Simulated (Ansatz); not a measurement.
Input of an Ansatz 0.2.0 run:

input.yaml

```yaml
crystal:
  lattice:
    - [3.2274645616, 0.0, 0.0]
    - [-1.6137322808, 2.7950663001, 0.0]
    - [0.0, 0.0, 6.31247342]
  atoms:
    - { symbol: Mo, position: [0.0, 0.0, 0.5] }
    - { symbol: S, position: [0.6666666667, 0.3333333333, 0.74468068] }
    - { symbol: S, position: [0.3333333333, 0.6666666667, 0.25531932] }
hamiltonian:
  xc: pbesol
  pseudopotentials: { kind: paw }
kpoints:
  mp_grid: { grid: [9, 9, 4] }
  band_path:
    path:
      - [[0.0, 0.0, 0.0], [0.5, 0.0, 0.0], [0.3333333333, 0.3333333333, 0.0], [0.0, 0.0, 0.0], [0.0, 0.0, 0.5], [0.5, 0.0, 0.5], [0.3333333333, 0.3333333333, 0.5], [0.0, 0.0, 0.5]]
      - [[0.5, 0.0, 0.5], [0.5, 0.0, 0.0]]
      - [[0.3333333333, 0.3333333333, 0.0], [0.3333333333, 0.3333333333, 0.5]]
    npoints: 14
scf:
  occupations: { method: fermi_dirac, width: 0.05 }
  n_extra_bands: 7
output:
  forces: true
  stress: true
  eigenvalues: true
  fatbands: true
  write_density: true
  write_potential: true
  elf: true
  volumetric_format: npy
```

Potentials or basis: Ansatz PAW.

The run is started by

```console
$ ansatz run input.yaml --threads 2 --pin off --max-ram 5632MiB --backend cpu --events-out ev --progress --plain --runs-dir out
```

**Question.** What does it give for the pressure?

**Answer.** -3.4 GPa.

**Question.** Predict the largest force.

**Answer.** 0.020 eV/Å.

Stress tensor (GPa, compression positive):
```
-4.68  0.00  0.00
 0.00 -4.68  0.00
 0.00  0.00 -0.97
```

Caveat: this functional lacks dispersion, which binds the layers, so the pressure and a relaxed spacing across them are unreliable; the PAW data sets come from PBE, with cores solved anew for the run's functional, which leaves a small shift of forces and pressure.
